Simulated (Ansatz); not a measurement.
**Cobalt, omega (AlB2-type) under LDA: ground state and equation of state**

What does LDA give for cobalt in the omega (AlB2-type) structure? We relax it, solve it on a dense k-mesh, then scale the cell to 7 volumes from 88 to 112 % of the relaxed one and try a fit of the equation of state. The start is ferromagnetic. The k-meshes are 9×9×13 for the relaxation; 12×12×17 for the dense run; 11×11×15 for the volumes.

Program: Ansatz 0.2.0. Level of theory: DFT LDA (PW92), plane waves (420 eV) with PAW, scalar-relativistic; the PAW data stem from PBE, with regenerated cores. These are calculated values, not measurements.

### Step 1. The structure to begin with

Symmetry: P6/mmm, No. 191, hexagonal system. The conventional cell has a = 3.970 Å, b = 3.970 Å, c = 2.434 Å, α = 90.00°, β = 90.00°, γ = 120.00°. Around Co (site symmetry 6/mmm) lie 14 Co at 2.43 to 2.60 Å. Co (site symmetry -6m2) has 11 Co at 2.29 to 2.60 Å as nearest neighbours.

As a file:

```
Co
1.0
     3.97014    0.00000    0.00000
    -1.98507    3.43825    0.00000
     0.00000    0.00000    2.43370
Co
3
Direct
  0.00000 0.00000 0.00000
  0.33333 0.66667 0.50000
  0.66667 0.33333 0.50000
```

The atoms start with moments of +1.7 ×3 μB.

### Step 2. Geometry optimisation

Contents of input.yaml:

```yaml
crystal:
  lattice:
    - [3.9701439143, 0.0, 0.0]
    - [-1.9850719572, 3.4382454865, 0.0]
    - [0.0, 0.0, 2.4336982195]
  atoms:
    - { symbol: Co, position: [0.0, 0.0, 0.0], spin: 1.7 }
    - { symbol: Co, position: [0.3333333333, 0.6666666667, 0.5], spin: 1.7 }
    - { symbol: Co, position: [0.6666666667, 0.3333333333, 0.5], spin: 1.7 }
hamiltonian:
  xc: lda
  pseudopotentials:
    kind: paw
    azcp:
      Co: "pseudopotentials/Co.paw.azcp"
basis:
  ecutwfc: 420
  fft_grid_basis: typed
kpoints:
  mp_grid: { grid: [9, 9, 13], shift: [0, 0, 0] }
magnetization:
  spin_polarized: true
scf:
  occupations: { method: fermi_dirac, width: 0.05 }
relax:
  max_steps: 60
  f_tol: 0.01
  cell: {}
```

What it wrote:

```text
Warning: <dir> the record states the generating functional pbe (its physics header spells it `PBE`), which answers neither for hamiltonian.xc's functional nor for the lda family's — results may be inconsistent (PPs are generated against a specific XC)
Warning: RAYON_NUM_THREADS=2 ignored (pool sized by the plan → 2); use --threads N
Engine: ansatz 0.2.0, x86_64-unknown-linux-gnu
Pseudopotentials: kind: paw
Pseudopotential: Co, paw, valence charge 17, recommended cutoff 420 eV (normal), <dir>
Functional definition: SPW92
  exchange = slater_x
  correlation = pw_c
Crystal: 3 atoms, lattice volume = 33.221 Å³
Basis set: ecut = 420 eV, 669 PW (Γ)
Bands: 34, of which v1, the nominal top of the filled ones, is band 26 counted from 1 (25 counted from 0)
Symmetry: 24 space group operations
Space group: P6/mmm (ITA 191), of the structure as read, at distance tolerance 3.2e-5 Å
Magnetic group: BNS 191.233 (UNI 1463), of the structure as read, at distance tolerance 3.2e-5 Å
k-points: 84 of 1053
Non-local potential: Co, projectors of the file, l = 0: 3, l = 1: 2, l = 2: 3, l = 3: 1
PAW form: soft (Blöchl's): semilocal exchange-correlation on the pseudo side does not see the compensation charge
PAW frozen core: Co, regenerated for the run's functional, and the local potential with it (the file was generated under x = pbe(κ = 0.804, μ = 0.2195149727645171), c = pbe(β = 0.06672455060314922))
PAW one-centre angular grid: Co, 590 points (default); XC on 64 Gauss nodes
Initial density: superposition of atomic densities (chi_scale 0.1, normalization cell)
Starting moments: Σ|m| = 5.1 μB on 3 of 3 sites
Initial wavefunctions: pseudopotential atomic-orbital guess
Functional: x = slater, c = lda
SCF iter   1: F=—  HF=-15186.949391 eV  |F-HF|=—  |Δ(HF+E_count)|=         —  Δρ=1.03e-1 (↑4.41e-2 ↓1.03e-1)  dr2=3.90e0  dr2_m=2.97e-1  M=4.905 μB ∫|m|=5.033 μB  β_m=0.30  ethr=3.10e-3  ⟨swp⟩=5.6  Hψ=19416  notcnv=0
Mixer restart at iter 1: flushing history
preconditioner: auto → none  [metal: Δε(μ)=0.006 eV  Ē_g=8.250 eV  σ=0.050 eV  W_gap=0.03  n_scr=8 (ndim 8)  ℏωp=33.5 eV  f_vac=0.000  D(μ)=2.38/eV (n_scr^D=26)  sad-step TF]
SCF iter   2: F=—  HF=-15185.699141 eV  |F-HF|=—  |Δ(HF+E_count)|=    1.25e0  Δρ=4.51e-2 (↑1.75e-2 ↓4.51e-2)  dr2=2.42e-1  dr2_m=2.78e-1  M=4.992 μB ∫|m|=5.158 μB  β_m=0.36  ethr=3.10e-3  ⟨swp⟩=2.2  Hψ=9983  notcnv=0  defer=197
SCF iter   3: F=—  HF=-15186.694597 eV  |F-HF|=—  |Δ(HF+E_count)|=         —  Δρ=2.83e-2 (↑2.83e-2 ↓1.95e-2)  dr2=2.21e-2  dr2_m=1.66e-1  M=5.044 μB ∫|m|=5.276 μB  β_m=0.36  ethr=4.75e-4  ⟨swp⟩=2.2  Hψ=7540  notcnv=0  defer=199
Mixer restart at iter 3: flushing history
SCF iter   4: F=—  HF=-15187.238558 eV  |F-HF|=—  |Δ(HF+E_count)|=   5.44e-1  Δρ=1.87e-2 (↑1.87e-2 ↓1.00e-2)  dr2=2.01e-2  dr2_m=5.99e-2  M=5.003 μB ∫|m|=5.262 μB  β_m=0.63  ethr=4.34e-5  ⟨swp⟩=2.2  Hψ=10392  notcnv=0  defer=199
SCF iter   5: F=—  HF=-15187.818992 eV  |F-HF|=—  |Δ(HF+E_count)|=   5.80e-1  Δρ=2.37e-2 (↑1.14e-2 ↓2.37e-2)  dr2=3.11e-1  dr2_m=1.30e-2  M=4.937 μB ∫|m|=5.233 μB  β_m=0.47  ethr=3.95e-5  ⟨swp⟩=3.0  Hψ=12579  notcnv=0  defer=198  recentre
SCF iter   6: F=—  HF=-15187.818724 eV  |F-HF|=—  |Δ(HF+E_count)|=   2.68e-4  Δρ=5.83e-3 (↑3.49e-3 ↓5.83e-3)  dr2=2.15e-2  dr2_m=8.80e-4  M=4.938 μB ∫|m|=5.238 μB  β_m=0.56  ethr=3.95e-5  ⟨swp⟩=2.8  Hψ=12304  notcnv=0  defer=203
SCF iter   7: F=—  HF=-15187.843332 eV  |F-HF|=—  |Δ(HF+E_count)|=   2.46e-2  Δρ=8.18e-4 (↑8.18e-4 ↓5.69e-4)  dr2=4.47e-5  dr2_m=1.28e-4  M=4.919 μB ∫|m|=5.226 μB  β_m=0.58  ethr=3.95e-5  ⟨swp⟩=2.1  Hψ=9041  notcnv=0  defer=203
SCF iter   8: F=—  HF=-15187.842965 eV  |F-HF|=—  |Δ(HF+E_count)|=   3.67e-4  Δρ=5.40e-4 (↑4.05e-4 ↓5.40e-4)  dr2=1.79e-4  dr2_m=6.66e-6  M=4.920 μB ∫|m|=5.226 μB  β_m=0.79  ethr=8.77e-8  ⟨swp⟩=2.0  Hψ=9808  notcnv=0  defer=203
SCF iter   9: F=—  HF=-15187.843402 eV  |F-HF|=—  |Δ(HF+E_count)|=   4.38e-4  Δρ=3.20e-4 (↑1.37e-4 ↓3.20e-4)  dr2=4.42e-5  dr2_m=5.56e-6  M=4.918 μB ∫|m|=5.224 μB  β_m=0.89  ethr=8.77e-8  ⟨swp⟩=2.0  Hψ=10030  notcnv=0  defer=203
SCF iter  10: F=—  HF=-15187.843517 eV  |F-HF|=—  |Δ(HF+E_count)|=   1.15e-4  Δρ=6.72e-5 (↑4.28e-5 ↓6.72e-5)  dr2=2.63e-6  dr2_m=5.21e-8  M=4.916 μB ∫|m|=5.223 μB  β_m=0.83  ethr=8.67e-8  ⟨swp⟩=2.0  Hψ=7939  notcnv=0  defer=203
SCF iter  11: F=—  HF=-15187.843518 eV  |F-HF|=—  |Δ(HF+E_count)|=   2.49e-7  Δρ=9.60e-6 (↑4.31e-6 ↓9.60e-6)  dr2=4.14e-8  dr2_m=3.04e-9  M=4.916 μB ∫|m|=5.223 μB  β_m=0.86  ethr=5.16e-9  ⟨swp⟩=2.1  Hψ=8083  notcnv=0  defer=203
SCF iter  12: F=-15187.843518 eV  HF=-15187.843518 eV  |F-HF|=2.62e-9  |Δ(HF+E_count)|=   2.92e-9  Δρ=2.83e-6 (↑1.31e-6 ↓2.83e-6)  dr2=4.24e-9  dr2_m=2.23e-10  M=4.916 μB ∫|m|=5.223 μB  ethr=8.13e-11  ⟨swp⟩=1.8  Hψ=17158  notcnv=0
SCF 1 converged in 12 iterations: F = -15187.843518 eV  dr2 = 4.24e-9
relax step   1: F+E_penalty+E_count = -15187.84351766 eV  Δ(F+E_penalty+E_count) = +0.000e0 eV  max|allowed force component| = 7.556e-17 eV/Å  Δτ_max = 0.0000 Å  P = -17.765 GPa  Ω = 33.221 Å³  (12 SCF iters, dr2 threshold 1.00e-7 eV, accepted)
Crystal: 3 atoms, lattice volume = 31.653 Å³
Basis set: ecut = 420 eV, 621 PW (Γ)
Initial density: handed on by an earlier stage of this run
Starting moments: Σ|m| = 5.1 μB on 3 of 3 sites; this step starts from the density that it was given
Initial wavefunctions: those handed on with the density
iter 1 solved again at ethr=9.43e-5 eV; its pass at ethr=3.10e-3 eV (dr2=4.81e-2 eV) is discarded
SCF iter   1: F=—  HF=-15187.987064 eV  |F-HF|=—  |Δ(HF+E_count)|=         —  Δρ=1.13e-2 (↑1.13e-2 ↓5.11e-3)  dr2=4.98e-2  dr2_m=4.02e-3  M=4.831 μB ∫|m|=5.108 μB  β_m=0.30  ethr=9.43e-5  ⟨swp⟩=1.0  Hψ=25859  notcnv=0
preconditioner: auto → none  [metal: Δε(μ)=0.039 eV  Ē_g=8.988 eV  σ=0.050 eV  W_gap=0.19  n_scr=8 (ndim 8)  ℏωp=34.3 eV  f_vac=0.000  D(μ)=1.98/eV (n_scr^D=26)]
SCF iter   2: F=—  HF=-15187.965966 eV  |F-HF|=—  |Δ(HF+E_count)|=   2.11e-2  Δρ=4.46e-3 (↑1.61e-3 ↓4.46e-3)  dr2=2.80e-3  dr2_m=1.39e-3  M=4.833 μB ∫|m|=5.110 μB  β_m=0.28  ethr=9.43e-5  ⟨swp⟩=2.0  Hψ=9220  notcnv=0
SCF iter   3: F=—  HF=-15187.969414 eV  |F-HF|=—  |Δ(HF+E_count)|=   3.45e-3  Δρ=2.68e-3 (↑1.58e-3 ↓2.68e-3)  dr2=4.38e-4  dr2_m=1.09e-3  M=4.829 μB ∫|m|=5.106 μB  β_m=0.58  ethr=5.49e-6  ⟨swp⟩=2.0  Hψ=8884  notcnv=0
SCF iter   4: F=—  HF=-15187.974647 eV  |F-HF|=—  |Δ(HF+E_count)|=   5.23e-3  Δρ=3.90e-3 (↑1.95e-3 ↓3.90e-3)  dr2=7.21e-3  dr2_m=5.49e-4  M=4.819 μB ∫|m|=5.097 μB  β_m=0.31  ethr=8.60e-7  ⟨swp⟩=2.0  Hψ=11435  notcnv=0  defer=4  recentre
SCF iter   5: F=—  HF=-15187.974333 eV  |F-HF|=—  |Δ(HF+E_count)|=   3.14e-4  Δρ=1.46e-3 (↑5.77e-4 ↓1.46e-3)  dr2=1.89e-4  dr2_m=2.71e-4  M=4.820 μB ∫|m|=5.098 μB  β_m=0.53  ethr=8.60e-7  ⟨swp⟩=2.0  Hψ=11134  notcnv=0  defer=6
SCF iter   6: F=—  HF=-15187.975648 eV  |F-HF|=—  |Δ(HF+E_count)|=   1.31e-3  Δρ=1.93e-4 (↑1.27e-4 ↓1.93e-4)  dr2=1.50e-5  dr2_m=2.03e-6  M=4.812 μB ∫|m|=5.090 μB  β_m=0.56  ethr=3.71e-7  ⟨swp⟩=2.0  Hψ=10510  notcnv=0  defer=7
SCF iter   7: F=—  HF=-15187.975661 eV  |F-HF|=—  |Δ(HF+E_count)|=   1.30e-5  Δρ=7.94e-5 (↑7.33e-5 ↓7.94e-5)  dr2=3.31e-6  dr2_m=5.03e-7  M=4.813 μB ∫|m|=5.091 μB  β_m=0.78  ethr=2.93e-8  ⟨swp⟩=2.1  Hψ=7787  notcnv=0  defer=7
SCF iter   8: F=—  HF=-15187.975662 eV  |F-HF|=—  |Δ(HF+E_count)|=   1.36e-6  Δρ=1.45e-5 (↑1.45e-5 ↓1.27e-5)  dr2=1.11e-7  dr2_m=9.23e-9  M=4.813 μB ∫|m|=5.091 μB  β_m=0.70  ethr=6.49e-9  ⟨swp⟩=2.0  Hψ=7521  notcnv=0  defer=7
SCF iter   9: F=-15187.975662 eV  HF=-15187.975662 eV  |F-HF|=3.56e-8  |Δ(HF+E_count)|=   2.69e-8  Δρ=7.37e-6 (↑4.63e-6 ↓7.37e-6)  dr2=3.93e-8  dr2_m=8.12e-10  M=4.813 μB ∫|m|=5.091 μB  ethr=2.18e-10  ⟨swp⟩=1.9  Hψ=17290  notcnv=0
SCF 2 converged in 9 iterations: F = -15187.975662 eV  dr2 = 3.93e-8
relax step   2: F+E_penalty+E_count = -15187.97566203 eV  Δ(F+E_penalty+E_count) = -1.321e-1 eV  max|allowed force component| = 1.696e-17 eV/Å  Δτ_max = 0.0000 Å  P = -8.050 GPa  Ω = 31.653 Å³  energy of the carried Pulay correction = +2.968e-3 eV  (9 SCF iters, dr2 threshold 3.00e-7 eV, accepted)
Crystal: 3 atoms, lattice volume = 30.462 Å³
Basis set: ecut = 420 eV, 619 PW (Γ)
iter 1 solved again at ethr=5.95e-5 eV; its pass at ethr=3.10e-3 eV (dr2=3.04e-2 eV) is discarded
SCF iter   1: F=—  HF=-15188.010506 eV  |F-HF|=—  |Δ(HF+E_count)|=         —  Δρ=1.05e-2 (↑1.05e-2 ↓3.53e-3)  dr2=3.14e-2  dr2_m=5.41e-3  M=4.724 μB ∫|m|=4.979 μB  β_m=0.30  ethr=5.95e-5  ⟨swp⟩=1.0  Hψ=25801  notcnv=0
preconditioner: auto → none  [metal: Δε(μ)=0.007 eV  Ē_g=9.302 eV  σ=0.050 eV  W_gap=0.04  n_scr=8 (ndim 8)  ℏωp=35.0 eV  f_vac=0.000  D(μ)=2.24/eV (n_scr^D=26)]
SCF iter   2: F=—  HF=-15187.996753 eV  |F-HF|=—  |Δ(HF+E_count)|=   1.38e-2  Δρ=4.09e-3 (↑1.48e-3 ↓4.09e-3)  dr2=1.72e-3  dr2_m=1.41e-3  M=4.733 μB ∫|m|=4.988 μB  β_m=0.29  ethr=5.95e-5  ⟨swp⟩=2.0  Hψ=9248  notcnv=0
SCF iter   3: F=—  HF=-15187.999769 eV  |F-HF|=—  |Δ(HF+E_count)|=   3.02e-3  Δρ=2.66e-3 (↑1.59e-3 ↓2.66e-3)  dr2=2.45e-4  dr2_m=1.13e-3  M=4.728 μB ∫|m|=4.983 μB  β_m=0.65  ethr=3.37e-6  ⟨swp⟩=2.0  Hψ=8627  notcnv=0
SCF iter   4: F=—  HF=-15188.005121 eV  |F-HF|=—  |Δ(HF+E_count)|=   5.35e-3  Δρ=4.56e-3 (↑2.48e-3 ↓4.56e-3)  dr2=1.12e-2  dr2_m=4.00e-4  M=4.714 μB ∫|m|=4.969 μB  β_m=0.32  ethr=4.80e-7  ⟨swp⟩=2.4  Hψ=11819  notcnv=0  recentre
SCF iter   5: F=—  HF=-15188.003857 eV  |F-HF|=—  |Δ(HF+E_count)|=   1.26e-3  Δρ=1.19e-3 (↑4.68e-4 ↓1.19e-3)  dr2=2.84e-4  dr2_m=1.33e-4  M=4.721 μB ∫|m|=4.977 μB  β_m=0.42  ethr=4.80e-7  ⟨swp⟩=2.3  Hψ=11608  notcnv=0  defer=10
SCF iter   6: F=—  HF=-15188.004474 eV  |F-HF|=—  |Δ(HF+E_count)|=   6.17e-4  Δρ=2.65e-4 (↑2.06e-4 ↓2.65e-4)  dr2=1.43e-5  dr2_m=1.21e-5  M=4.715 μB ∫|m|=4.970 μB  β_m=0.49  ethr=4.80e-7  ⟨swp⟩=2.0  Hψ=9553  notcnv=0  defer=5
SCF iter   7: F=—  HF=-15188.004466 eV  |F-HF|=—  |Δ(HF+E_count)|=   8.45e-6  Δρ=1.20e-4 (↑1.20e-4 ↓8.77e-5)  dr2=4.68e-6  dr2_m=2.74e-7  M=4.714 μB ∫|m|=4.969 μB  β_m=0.72  ethr=2.81e-8  ⟨swp⟩=2.0  Hψ=9786  notcnv=0  defer=9
SCF iter   8: F=—  HF=-15188.004477 eV  |F-HF|=—  |Δ(HF+E_count)|=   1.12e-5  Δρ=3.08e-5 (↑3.08e-5 ↓1.77e-5)  dr2=1.91e-7  dr2_m=1.30e-7  M=4.715 μB ∫|m|=4.970 μB  β_m=0.67  ethr=9.19e-9  ⟨swp⟩=2.0  Hψ=9792  notcnv=0  defer=9
SCF iter   9: F=—  HF=-15188.004477 eV  |F-HF|=—  |Δ(HF+E_count)|=   4.25e-8  Δρ=7.53e-6 (↑6.82e-6 ↓7.53e-6)  dr2=3.09e-8  dr2_m=6.46e-9  M=4.715 μB ∫|m|=4.970 μB  β_m=0.83  ethr=3.75e-10  ⟨swp⟩=1.7  Hψ=6544  notcnv=0  defer=9
SCF iter  10: F=-15188.004477 eV  HF=-15188.004477 eV  |F-HF|=3.11e-8  |Δ(HF+E_count)|=   1.21e-8  Δρ=8.78e-6 (↑3.42e-6 ↓8.78e-6)  dr2=3.58e-8  dr2_m=3.33e-9  M=4.715 μB ∫|m|=4.970 μB  ethr=6.05e-11  ⟨swp⟩=1.9  Hψ=15587  notcnv=0
SCF 3 converged in 10 iterations: F = -15188.004477 eV  dr2 = 3.58e-8
relax step   3: F+E_penalty+E_count = -15188.00447675 eV  Δ(F+E_penalty+E_count) = -2.881e-2 eV  max|allowed force component| = 2.621e-17 eV/Å  Δτ_max = 0.0000 Å  P = +1.385 GPa  Ω = 30.462 Å³  energy of the carried Pulay correction = +5.322e-3 eV  (10 SCF iters, dr2 threshold 3.00e-7 eV, accepted)
[... 12 lines left out ...]
relax step   4: F+E_penalty+E_count = -15188.00486257 eV  Δ(F+E_penalty+E_count) = -3.858e-4 eV  max|allowed force component| = 4.780e-17 eV/Å  Δτ_max = 0.0000 Å  P = +0.007 GPa  Ω = 30.621 Å³  energy of the carried Pulay correction = +5.003e-3 eV  (8 SCF iters, dr2 threshold 3.00e-7 eV, accepted)
[... 16 lines left out ...]
relax step   5: F+E_penalty+E_count = -15188.00175802 eV  Δ(F+E_penalty+E_count) = +3.105e-3 eV  max|allowed force component| = 2.776e-17 eV/Å  Δτ_max = 0.0000 Å  P = -0.192 GPa  Ω = 30.621 Å³  stress off target by 1.98e-1 GPa  SCF on the basis re-selected at this cell (its energy is not comparable with the rows above)  (12 SCF iters)
[... 12 lines left out ...]
relax step   6: F+E_penalty+E_count = -15188.00181800 eV  Δ(F+E_penalty+E_count) = -5.998e-5 eV  max|allowed force component| = 5.089e-17 eV/Å  Δτ_max = 0.0000 Å  P = +0.006 GPa  Ω = 30.598 Å³  energy of the carried Pulay correction = +4.685e-5 eV  (7 SCF iters, dr2 threshold 9.83e-8 eV, accepted)
iter 1 solved again at ethr=9.18e-9 eV; its pass at ethr=3.10e-3 eV (dr2=4.68e-6 eV) is discarded
SCF iter   1: F=—  HF=-15188.001766 eV  |F-HF|=—  |Δ(HF+E_count)|=         —  Δρ=7.18e-6 (↑4.96e-6 ↓7.18e-6)  dr2=1.63e-8  dr2_m=1.64e-9  M=4.727 μB ∫|m|=4.984 μB  β_m=0.65  ethr=9.18e-9  ⟨swp⟩=4.0  Hψ=39320  notcnv=0
preconditioner: auto → none  [metal: Δε(μ)=0.018 eV  Ē_g=9.291 eV  σ=0.050 eV  W_gap=0.09  n_scr=6 (ndim 8)  ℏωp=34.9 eV  f_vac=0.000  D(μ)=2.20/eV (n_scr^D=26)]
SCF iter   2: F=—  HF=-15188.001766 eV  |F-HF|=—  |Δ(HF+E_count)|=   6.40e-9  Δρ=3.22e-6 (↑3.22e-6 ↓1.19e-6)  dr2=2.93e-9  dr2_m=5.02e-10  M=4.727 μB ∫|m|=4.984 μB  β_m=0.51  ethr=3.20e-11  ⟨swp⟩=2.1  Hψ=9574  notcnv=0
SCF iter   3: F=—  HF=-15188.001766 eV  |F-HF|=—  |Δ(HF+E_count)|=   4.90e-9  Δρ=2.63e-6 (↑2.63e-6 ↓1.85e-6)  dr2=2.16e-9  dr2_m=1.88e-10  M=4.727 μB ∫|m|=4.984 μB  β_m=0.45  ethr=5.74e-12  ⟨swp⟩=2.0  Hψ=10110  notcnv=0
SCF iter   4: F=—  HF=-15188.001766 eV  |F-HF|=—  |Δ(HF+E_count)|=  6.53e-10  Δρ=8.16e-7 (↑4.35e-7 ↓8.16e-7)  dr2=2.06e-10  dr2_m=6.14e-11  M=4.727 μB ∫|m|=4.984 μB  β_m=0.73  ethr=4.24e-12  ⟨swp⟩=2.0  Hψ=7726  notcnv=0
SCF iter   5: F=—  HF=-15188.001766 eV  |F-HF|=—  |Δ(HF+E_count)|=   2.59e-9  Δρ=3.88e-7 (↑2.07e-7 ↓3.88e-7)  dr2=2.32e-11  dr2_m=1.98e-11  M=4.727 μB ∫|m|=4.984 μB  β_m=0.86  ethr=1.00e-12  ⟨swp⟩=2.0  Hψ=8010  notcnv=0
SCF iter   6: F=—  HF=-15188.001766 eV  |F-HF|=—  |Δ(HF+E_count)|=  3.11e-10  Δρ=3.23e-7 (↑3.23e-7 ↓1.99e-7)  dr2=5.22e-11  dr2_m=1.58e-12  M=4.727 μB ∫|m|=4.984 μB  β_m=0.66  ethr=1.00e-12  ⟨swp⟩=2.0  Hψ=7524  notcnv=0
SCF iter   7: F=—  HF=-15188.001766 eV  |F-HF|=—  |Δ(HF+E_count)|=  1.46e-11  Δρ=1.21e-7 (↑1.21e-7 ↓3.83e-8)  dr2=2.84e-12  dr2_m=9.06e-13  M=4.727 μB ∫|m|=4.984 μB  β_m=0.62  ethr=1.00e-12  ⟨swp⟩=1.0  Hψ=5728  notcnv=0
SCF iter   8: F=-15188.001766 eV  HF=-15188.001766 eV  |F-HF|=3.64e-12  |Δ(HF+E_count)|=  3.64e-12  Δρ=5.34e-8 (↑4.82e-8 ↓5.34e-8)  dr2=1.68e-12  dr2_m=2.62e-14  M=4.727 μB ∫|m|=4.984 μB  ethr=1.00e-12  ⟨swp⟩=3.3  Hψ=20346  notcnv=0
SCF 7 converged in 8 iterations: F = -15188.001766 eV  dr2 = 1.68e-12
relax step   7: F+E_penalty+E_count = -15188.00176575 eV  Δ(F+E_penalty+E_count) = +5.225e-5 eV  max|allowed force component| = 1.850e-17 eV/Å  Δτ_max = 0.0000 Å  P = +0.004 GPa  Ω = 30.598 Å³  stress off target by 3.31e-2 GPa  SCF on the basis re-selected at this cell (its energy is not comparable with the rows above)  (8 SCF iters)
basis re-selected at this cell: Δ(F+E_penalty+E_count) = +5.225e-5 eV, ΔP = -0.002 GPa vs the last step (what re-selecting the basis moved, of the pressure what is left beyond the Pulay correction that the steps carried, after the strain that the cell walked since its last selection, with what the two solves' SCF thresholds leave and, on support functions, any second-order correction that the steps lacked; it is no measure of the basis error at this ecutwfc). This SCF's stress stands 3.31e-2 GPa from its target on what of the cell is left free (relax.cell.stress_tol is 5.00e-2 GPa) and its largest allowed force component is 1.85e-17 eV/Å (relax.f_tol is 1.00e-2 eV/Å): within both
SCF converged after 8 iterations
Magnetization: 4.7268 μB (27.8634 up, 23.1366 down)
Absolute magnetization: 4.9851 μB (∫|ρ↑−ρ↓|, with the PAW one-centre terms)
Spin contamination: 0.0464 ħ² per cell (⟨S²⟩ above its minimum at these occupations)
Per-site moments (μB) at R_I (Å): [(1.5941603535536208, 0.9803918899242394), (1.614013538611656, 0.9182388054205469), (1.6140135386116565, 0.9182388054205469)]
Free energy (F): -15188.001766 eV
Harris-Foulkes:  -15188.001766 eV  (|F-HF|=3.64e-12)
Internal energy: -15187.983020 eV  (E = F + TS)
E sigma→0 (E₀):  -15187.992393 eV
Entropy (-TS):   -0.018746 eV (-6.249 meV/atom)
Fermi energy:    19.787429 eV
--- Per-component energies (eV) ---
  E_band       = -673.027061
  E_kinetic    = 1368.213649
  E_local      = -8274.334662  (includes V_loc(G=0)·N_el)
  E_nonlocal   = 1379.573219
  E_hartree    = 3470.155478
  E_xc         = -474.934343
  E_vxc        = -616.597548  (∫ρ·V_xc dr)
  E_paw        = -4358.911722  (= ΣΔE_a)
  E_vpaw       = -1470.192660  (= ΣTr[D̂ρ^β])
  E_aug_tail   = 0.000139  (compensation charges beyond the density's cutoff)
  E_ewald      = -8298.999529
  E_core_change = 1.254752  (= ΣΔE_core)
  E_smearing   = -0.018746  (= −TS)
  E_closure    = -0.000000  (closes the sum)
  Σ components = -15188.001766   (vs F -15188.001766, Δ=0.00e0)
--- Forces (eV/Å), atoms counted from 1 ---
  atom   1  Co    -0.00000000    -0.00000000     0.00000000
  atom   2  Co     0.00000000     0.00000000    -0.00000000
  atom   3  Co    -0.00000000    -0.00000000     0.00000000
  max |Σ_I F_I| component: 4.63e-18 eV/Å
--- Stress (GPa, compression-positive) ---
       -0.010887       0.000000      -0.000000
        0.000000      -0.010887      -0.000000
       -0.000000      -0.000000       0.033132
  P = ⅓ Tr σ = 0.0038 GPa (0.038 kbar)
--- Relaxed structure (5 steps of the walk, 5 accepted, 2 SCFs on fresh bases) ---
  F+E_penalty+E_count = -15188.00176575 eV   max|allowed force component| = 1.850e-17 eV/Å   (the final SCF, on the basis selected at the relaxed cell)
  cell:  # Å, volume = 30.5979 Å³
    - [3.855603065381187, 2.8034643900117784e-11, 0.0]
    - [-1.9278015327148723, 3.3390502015152443, 0.0]
    - [0.0, 0.0, 2.37670761193755]
  atoms:
    - { symbol: Co, position: [1.8302686590269014e-34, 6.690669213306045e-35, 0.0] }
    - { symbol: Co, position: [0.33333333333333337, 0.6666666666666666, 0.5] }
    - { symbol: Co, position: [0.6666666666666667, 0.3333333333333333, 0.5] }
```

Wall time 47 s (2 threads of an x86-64 CPU, shared host); peak memory 0.47 GiB.

The walk, from the log:

| step | energy change (meV/atom) | largest force (eV/Å) | pressure (GPa) | volume (Å³/atom) |
| --- | --- | --- | --- | --- |
| 1 | 0.00 | 0.0000 | -17.76 | 11.074 |
| 2 | -44.05 | 0.0000 | -8.05 | 10.551 |
| 3 | -53.65 | 0.0000 | 1.38 | 10.154 |
| 4 | -53.78 | 0.0000 | 0.01 | 10.207 |
| 5 | -52.75 | 0.0000 | -0.19 | 10.207 |
| 6 | -52.77 | 0.0000 | 0.01 | 10.199 |
| 7 | -52.75 | 0.0000 | 0.00 | 10.199 |

Steps that repeat a cell are solved on a basis chosen anew, so their changes of energy are no gain of the relaxation.

Changes in the cell that was computed:

|  | before | after | change |
| --- | --- | --- | --- |
| a (Å) | 3.970 | 3.856 | -2.9 % |
| b (Å) | 3.970 | 3.856 | -2.9 % |
| c (Å) | 2.434 | 2.377 | -2.3 % |
| volume (Å³/atom) | 11.074 | 10.199 | -7.9 % |
| shortest distance (Å) | 2.292 | 2.226 | -2.9 % |
| space group (spins left aside) | P6/mmm | P6/mmm | same |

[end of part 1 of 2]
